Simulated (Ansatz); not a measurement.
# NiO (Fm-3m): equation of state

One table from this session's results is given with a row withheld; the runs are named, their logs left out.

Computed with Ansatz 0.2.0 (DFT PBE+U (U_eff = 6.2 eV on Ni 3d), scalar-relativistic, plane waves, PAW, unless a step's input says otherwise).

## The starting structure

It takes space group Fm-3m (No. 225, cubic). The conventional cell has a = 4.251 Å, b = 4.251 Å, c = 4.251 Å, α = 90.00°, β = 90.00°, γ = 90.00°. Ni (site symmetry m-3m) is surrounded by 6 O at 2.13 Å. Around O (site symmetry m-3m) lie 6 Ni at 2.13 Å.

Coordinates:

```
Ni O
1.0
    -2.12286   -2.12286    4.24914
    -4.24914   -2.12286    2.12286
    -2.12286   -4.24914    2.12286
Ni O
2 2
Cartesian
  0.0000 0.0000 0.0000
  -4.2474 -4.2474 4.2474
  2.1254 2.1254 2.1271
  -2.1220 -2.1220 6.3746
```

An earlier run at PBE+U (U_eff = 6.2 eV on Ni 3d) left this cell at 9.601 Å³/atom and 0.00 GPa (10×10×10 mesh). The large moments point both ways and cancel.

Volume factors to run: 0.980, 1.020, 0.960, 1.040.

The first run:

The input, input.yaml:

```yaml
crystal:
  lattice:
    - [-2.1086126496, -2.1086126496, 4.2206228979]
    - [-4.2206228979, -2.1086126496, 2.1086126496]
    - [-2.1086126496, -4.2206228979, 2.1086126496]
  atoms:
    - { symbol: Ni, position: [0.0, 0.0, 0.0], spin: 1.85 }
    - { symbol: O, position: [1.2500000005, -0.7499999995, -0.7499999995] }
    - { symbol: Ni, position: [0.5, 0.5, 0.5], spin: -1.85 }
    - { symbol: O, position: [1.7499999995, -0.2500000005, -0.2500000005] }
basis:
  ecutwfc: 420
  ecutrho_ratio: 4
kpoints:
  mp_grid: { grid: [10, 10, 10] }
hamiltonian:
  xc: pbe
  hubbard:
    sites:
      - { species: Ni, l: d, u_eff: 6.2, starting_ns: start.occupation_matrices }
    ns_hold: { iters: 6 }
scf:
  occupations: { method: gaussian, width: 0.05 }
  lower_state_search: "off"
output:
  forces: true
  stress: true
  eigenvalues: true
  populations: true
magnetization:
  spin_polarized: true
relax:
  f_tol: 0.01
  max_steps: 40
  cell: { stress_tol: 0.1, fix: [volume] }
```

start.occupation_matrices holds the open shells' occupation matrices from the neighbouring geometry.

Command:

```console
$ ansatz run input.yaml --threads 2 --pin off --max-ram 5120MiB --backend cpu --events-out ev --progress --plain --runs-dir out
```

Among the steps run: At 0.980 of the relaxed volume; Scaling the volume by 1.020; Volume × 0.960; At 1.040 of the relaxed volume.

One of the session's tables, all rows but one given; the rest of the session is left out.

```
volume (Å³/atom)  energy (meV/atom)  pressure (GPa)  gap (eV)  moment of atom 1 (μB)
           9.217               9.33            8.09      3.05                   1.67
           9.409               2.24            3.82      2.91                   1.68
           9.601               0.00            0.00      2.77                   1.69
           9.793                  ?               ?         ?                      ?
           9.986               8.09           -6.51      2.51                   1.70
```

**Question.** Estimate the row for volume (Å³/atom) = 9.793.

Worked estimate for «energy (meV/atom)». A straight line through the neighbours (9.601, 0.00) and (9.986, 8.09) gives 0.00 + (8.09 − 0.00) × (9.793 − 9.601) / (9.986 − 9.601) = 4.03; a parabola fitted to 3 rows on both sides gives 1.94.

The run gave: energy (meV/atom): 2.07; pressure (GPa): -3.43; gap (eV): 2.63; moment of atom 1 (μB): 1.69. In «energy (meV/atom)» the line misses by +1.96 and the parabola by -0.13.

volume (Å³/atom), energy (meV/atom) and a bar:
```
     9.22        9.3 ##############################
     9.41        2.2 #######
     9.60        0.0 
     9.79        2.1 #######
     9.99        8.1 ##########################
```

To keep in mind: Warnings in the runs' records: anti translation declined, stability check not made.
